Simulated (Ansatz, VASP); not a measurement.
**Ag in VASP and in Ansatz**

INCAR

```
SYSTEM = Ag
PREC     = Accurate       ! precision mode
ENCUT    = 520            ! plane-wave cutoff, eV
EDIFF    = 1E-6           ! SCF threshold, eV
ISMEAR   = -1             ! smearing method
SIGMA    = 0.1            ! smearing width, eV
LREAL    = .False.        ! projectors in reciprocal space
LASPH    = .True.         ! aspherical terms in the spheres
NELM     = 150            ! most SCF steps
ALGO     = Normal         ! electronic algorithm
ISIF     = 2              ! what is computed and relaxed
LWAVE    = .False.        ! write WAVECAR
LCHARG   = .True.         ! write CHGCAR
MAGMOM   = 0 0 0          ! initial moments
LORBIT   = 11             ! projections on sites
LSORBIT  = .True.         ! spin-orbit coupling
GGA_COMPAT= .False.      
LORBMOM  = .True.       
LMAXMIX  = 4              ! l up to which the mixer works
GGA      = CA             ! functional
LVHAR    = .True.       
NBANDS   = 22             ! bands
```

The input KPOINTS:

```
Automatic mesh
0
Gamma
  14 14 14
  0 0 0
```

Contents of POSCAR:

```
Ag
1.0
   -1.5912945503      1.5912945503      1.5912945503
    1.5912945503     -1.5912945503      1.5912945503
    1.5912945503      1.5912945503     -1.5912945503
Ag
1
Direct
    0.0000000000      0.0000000000      0.0000000000
```

Input for Ansatz:

```yaml
crystal:
  lattice:
    - [-1.5912945503, 1.5912945503, 1.5912945503]
    - [1.5912945503, -1.5912945503, 1.5912945503]
    - [1.5912945503, 1.5912945503, -1.5912945503]
  atoms:
    - { symbol: Ag, position: [0.0, 0.0, 0.0] }
hamiltonian:
  xc: lda
  pseudopotentials:
    kind: paw_fr
    azcp:
      Ag: "pseudopotentials/Ag.paw.azcp"
basis:
  ecutwfc: 420
  fft_grid_basis: typed
kpoints:
  mp_grid: { grid: [14, 14, 14], shift: [0, 0, 0] }
magnetization:
  noncollinear: true
  spin_orbit: true
scf:
  occupations: { method: fermi_dirac, width: 0.1 }
```

Alike in both runs: task single point; functional LDA; k mesh 14 × 14 × 14; occupations fermi-dirac, width 0.1 eV; non-collinear spin, spin-orbit coupling.

```csv
,VASP,Ansatz
version,VASP 6.6.1,Ansatz 0.2.0
potentials or method,"VASP PAW LDA potentials, release 64 (Ag)","plane waves (420 eV) with PAW, fully relativistic with spin-orbit coupling"
plane-wave cutoff (eV),520,420
valence electrons in the cell,11,19
```

```csv
,VASP,Ansatz,Ansatz less VASP
net moment per atom (μB),0.00,0.00,0.000
```

The two sets of potentials don't hold the same shells in valence. Ansatz warned: «pseudo_functional_mismatch».
